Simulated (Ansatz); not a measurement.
# SnO: the cost of one run

Computed with Ansatz 0.2.0 (DFT PBE, scalar-relativistic, plane waves, PAW, unless a step's input says otherwise).

## 1. The structure to begin with

Symmetry: P4/nmm, No. 129, tetragonal system. The conventional cell has a = 3.799 Å, b = 3.799 Å, c = 4.841 Å, α = 90.00°, β = 90.00°, γ = 90.00°. Sn (site symmetry 4mm) is surrounded by 4 O at 2.22 Å. O (site symmetry -4m2) has 4 Sn at 2.22 Å in its first shell of neighbours.

Structure file:

```cif
data_structure
_symmetry_space_group_name_H-M 'P 1'
_symmetry_Int_Tables_number 1
_cell_length_a 10.7441
_cell_length_b 10.7441
_cell_length_c 12.3065
_cell_angle_alpha 115.882
_cell_angle_beta 115.882
_cell_angle_gamma 90.000
_cell_volume 1117.59
loop_
_atom_site_label
_atom_site_type_symbol
_atom_site_fract_x
_atom_site_fract_y
_atom_site_fract_z
_atom_site_occupancy
Sn1 Sn 0.93422 0.18422 0.61845 1
Sn2 Sn 0.93422 0.18422 0.11845 1
Sn3 Sn 0.68423 0.43423 0.61845 1
Sn4 Sn 0.93422 0.68422 0.11845 1
Sn5 Sn 0.43422 0.18422 0.61845 1
Sn6 Sn 0.68423 0.43423 0.11845 1
Sn7 Sn 0.93422 0.68422 0.61845 1
Sn8 Sn 0.43422 0.18422 0.11845 1
Sn9 Sn 0.68423 0.93422 0.11845 1
Sn10 Sn 0.18422 0.43423 0.61845 1
Sn11 Sn 0.43422 0.68422 0.11845 1
Sn12 Sn 0.68423 0.93422 0.61845 1
Sn13 Sn 0.18422 0.43423 0.11845 1
Sn14 Sn 0.43422 0.68422 0.61845 1
Sn15 Sn 0.18422 0.93422 0.11845 1
Sn16 Sn 0.18422 0.93422 0.61845 1
Sn17 Sn 0.81578 0.31577 0.38155 1
Sn18 Sn 0.56577 0.06578 0.38155 1
Sn19 Sn 0.81578 0.31577 0.88155 1
Sn20 Sn 0.56577 0.06578 0.88155 1
Sn21 Sn 0.81578 0.81578 0.88155 1
Sn22 Sn 0.31578 0.31577 0.38155 1
Sn23 Sn 0.56577 0.56578 0.88155 1
Sn24 Sn 0.81578 0.81578 0.38155 1
Sn25 Sn 0.06578 0.06578 0.38155 1
Sn26 Sn 0.31578 0.31577 0.88155 1
Sn27 Sn 0.56577 0.56578 0.38155 1
Sn28 Sn 0.06578 0.06578 0.88155 1
Sn29 Sn 0.31578 0.81578 0.88155 1
Sn30 Sn 0.06578 0.56578 0.88155 1
Sn31 Sn 0.31578 0.81578 0.38155 1
Sn32 Sn 0.06578 0.56578 0.38155 1
O1 O 0.00000 0.00000 0.00000 1
O2 O 0.00000 0.00000 0.50000 1
O3 O 0.00000 0.50000 0.50000 1
O4 O 0.50000 0.00000 0.00000 1
O5 O 0.75000 0.25000 0.50000 1
O6 O 0.00000 0.50000 0.00000 1
O7 O 0.50000 0.00000 0.50000 1
O8 O 0.75000 0.25000 0.00000 1
O9 O 0.50000 0.50000 0.50000 1
O10 O 0.75000 0.75000 0.00000 1
O11 O 0.25000 0.25000 0.50000 1
O12 O 0.50000 0.50000 0.00000 1
O13 O 0.75000 0.75000 0.50000 1
O14 O 0.25000 0.25000 0.00000 1
O15 O 0.25000 0.75000 0.00000 1
O16 O 0.25000 0.75000 0.50000 1
O17 O 0.75000 0.00000 0.00000 1
O18 O 0.00000 0.25000 0.50000 1
O19 O 0.75000 0.00000 0.50000 1
O20 O 0.00000 0.25000 0.00000 1
O21 O 0.75000 0.50000 0.50000 1
O22 O 0.00000 0.75000 0.00000 1
O23 O 0.25000 0.00000 0.00000 1
O24 O 0.50000 0.25000 0.50000 1
O25 O 0.75000 0.50000 0.00000 1
O26 O 0.00000 0.75000 0.50000 1
O27 O 0.25000 0.00000 0.50000 1
O28 O 0.50000 0.25000 0.00000 1
O29 O 0.25000 0.50000 0.50000 1
O30 O 0.50000 0.75000 0.00000 1
O31 O 0.25000 0.50000 0.00000 1
O32 O 0.50000 0.75000 0.50000 1
```

The runs take a perfect supercell of 64 atoms; the defect goes to fractional position (0.934, 0.184, 0.619).

## 2. The perfect supercell

input.yaml reads:

```yaml
crystal:
  lattice:
    - [-7.5972, -7.5972, 0.0]
    - [7.5972, -7.5972, 0.0]
    - [0.0, 7.5972, 9.6816]
  atoms:
    - { symbol: Sn, position: [0.934225, 0.184225, 0.61845] }
    - { symbol: Sn, position: [0.934225, 0.184225, 0.11845] }
    - { symbol: Sn, position: [0.684225, 0.434225, 0.61845] }
    - { symbol: Sn, position: [0.934225, 0.684225, 0.11845] }
    - { symbol: Sn, position: [0.434225, 0.184225, 0.61845] }
    - { symbol: Sn, position: [0.684225, 0.434225, 0.11845] }
    - { symbol: Sn, position: [0.934225, 0.684225, 0.61845] }
    - { symbol: Sn, position: [0.434225, 0.184225, 0.11845] }
    - { symbol: Sn, position: [0.684225, 0.934225, 0.11845] }
    - { symbol: Sn, position: [0.184225, 0.434225, 0.61845] }
    - { symbol: Sn, position: [0.434225, 0.684225, 0.11845] }
    - { symbol: Sn, position: [0.684225, 0.934225, 0.61845] }
    - { symbol: Sn, position: [0.184225, 0.434225, 0.11845] }
    - { symbol: Sn, position: [0.434225, 0.684225, 0.61845] }
    - { symbol: Sn, position: [0.184225, 0.934225, 0.11845] }
    - { symbol: Sn, position: [0.184225, 0.934225, 0.61845] }
    - { symbol: Sn, position: [0.815775, 0.315775, 0.38155] }
    - { symbol: Sn, position: [0.565775, 0.065775, 0.38155] }
    - { symbol: Sn, position: [0.815775, 0.315775, 0.88155] }
    - { symbol: Sn, position: [0.565775, 0.065775, 0.88155] }
    - { symbol: Sn, position: [0.815775, 0.815775, 0.88155] }
    - { symbol: Sn, position: [0.315775, 0.315775, 0.38155] }
    - { symbol: Sn, position: [0.565775, 0.565775, 0.88155] }
    - { symbol: Sn, position: [0.815775, 0.815775, 0.38155] }
    - { symbol: Sn, position: [0.065775, 0.065775, 0.38155] }
    - { symbol: Sn, position: [0.315775, 0.315775, 0.88155] }
    - { symbol: Sn, position: [0.565775, 0.565775, 0.38155] }
    - { symbol: Sn, position: [0.065775, 0.065775, 0.88155] }
    - { symbol: Sn, position: [0.315775, 0.815775, 0.88155] }
    - { symbol: Sn, position: [0.065775, 0.565775, 0.88155] }
    - { symbol: Sn, position: [0.315775, 0.815775, 0.38155] }
    - { symbol: Sn, position: [0.065775, 0.565775, 0.38155] }
    - { symbol: O, position: [0.0, 0.0, 0.0] }
    - { symbol: O, position: [0.0, 0.0, 0.5] }
    - { symbol: O, position: [0.0, 0.5, 0.5] }
    - { symbol: O, position: [0.5, 0.0, 0.0] }
    - { symbol: O, position: [0.75, 0.25, 0.5] }
    - { symbol: O, position: [0.0, 0.5, 0.0] }
    - { symbol: O, position: [0.5, 0.0, 0.5] }
    - { symbol: O, position: [0.75, 0.25, 0.0] }
    - { symbol: O, position: [0.5, 0.5, 0.5] }
    - { symbol: O, position: [0.75, 0.75, 0.0] }
    - { symbol: O, position: [0.25, 0.25, 0.5] }
    - { symbol: O, position: [0.5, 0.5, 0.0] }
    - { symbol: O, position: [0.75, 0.75, 0.5] }
    - { symbol: O, position: [0.25, 0.25, 0.0] }
    - { symbol: O, position: [0.25, 0.75, 0.0] }
    - { symbol: O, position: [0.25, 0.75, 0.5] }
    - { symbol: O, position: [0.75, 0.0, 0.0] }
    - { symbol: O, position: [0.0, 0.25, 0.5] }
    - { symbol: O, position: [0.75, 0.0, 0.5] }
    - { symbol: O, position: [0.0, 0.25, 0.0] }
    - { symbol: O, position: [0.75, 0.5, 0.5] }
    - { symbol: O, position: [0.0, 0.75, 0.0] }
    - { symbol: O, position: [0.25, 0.0, 0.0] }
    - { symbol: O, position: [0.5, 0.25, 0.5] }
    - { symbol: O, position: [0.75, 0.5, 0.0] }
    - { symbol: O, position: [0.0, 0.75, 0.5] }
    - { symbol: O, position: [0.25, 0.0, 0.5] }
    - { symbol: O, position: [0.5, 0.25, 0.0] }
    - { symbol: O, position: [0.25, 0.5, 0.5] }
    - { symbol: O, position: [0.5, 0.75, 0.0] }
    - { symbol: O, position: [0.25, 0.5, 0.0] }
    - { symbol: O, position: [0.5, 0.75, 0.5] }
basis:
  ecutwfc: 420
  fft_grid_basis: typed
kpoints:
  mp_grid: { grid: [1, 1, 1] }
hamiltonian:
  xc: pbe
  pseudopotentials: { kind: paw }
scf:
  occupations: { method: gaussian, width: 0.05 }
output:
  forces: true
  stress: false
  eigenvalues: true
  bader: false
  write_density: true
  volumetric_format: npy
```

Launch:

```bash
$ ansatz run input.yaml --threads 8 --pin off --max-ram 16384MiB --backend cpu --events-out ev --progress --plain --runs-dir out
```

What time and memory should one allow on 8 threads of Arm Neoverse V1, shared host?

About 6.5 s, with a peak of 1.5 GiB.
